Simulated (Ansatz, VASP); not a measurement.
# SnH5: VASP beside Ansatz

```
CELL_PARAMETERS angstrom
3.16995 0.00000 0.00000
0.00000 3.16995 0.00000
0.00000 0.00000 5.55043
ATOMIC_POSITIONS crystal
Sn 0.50000 0.50000 0.00000
H 0.50000 0.50000 0.43067
H 0.50000 0.50000 0.56933
H 0.00000 0.00000 0.32445
H 0.00000 0.00000 0.67555
H 0.00000 0.00000 0.50000
```

Change from the starting cell: species swapped into the Hf5Pb type (P4/mmm, No. 123).

Alike in both runs: functional PBE; k mesh 12 × 12 × 8; occupations gaussian, width 0.1 eV; no spin polarisation.

Ansatz relaxed the structure, and its values are those at the end. VASP's run is a single point on that final structure, the one shown.

|  | VASP | Ansatz |
| --- | --- | --- |
| version | VASP 6.6.1 | Ansatz 0.2.0 |
| potentials or method | VASP PAW PBE potentials, release 64 (Sn_d, H) | scalar-relativistic, plane waves, PAW |
| plane-wave cutoff (eV) | 520 | 420 |
| valence electrons in the cell | 19 | 19 |

VASP gave:

```
gap on the k mesh at the Fermi level (eV) : none
pressure (GPa)                            : -0.2
```

Q: Estimate Ansatz's values.

A: gap on the k mesh at the Fermi level (eV): none; pressure (GPa): 0.0.

A gap of «none» marks a metal or a gap that the smearing closes. The functional is the same, so the differences come from potentials, cutoffs and numerics.
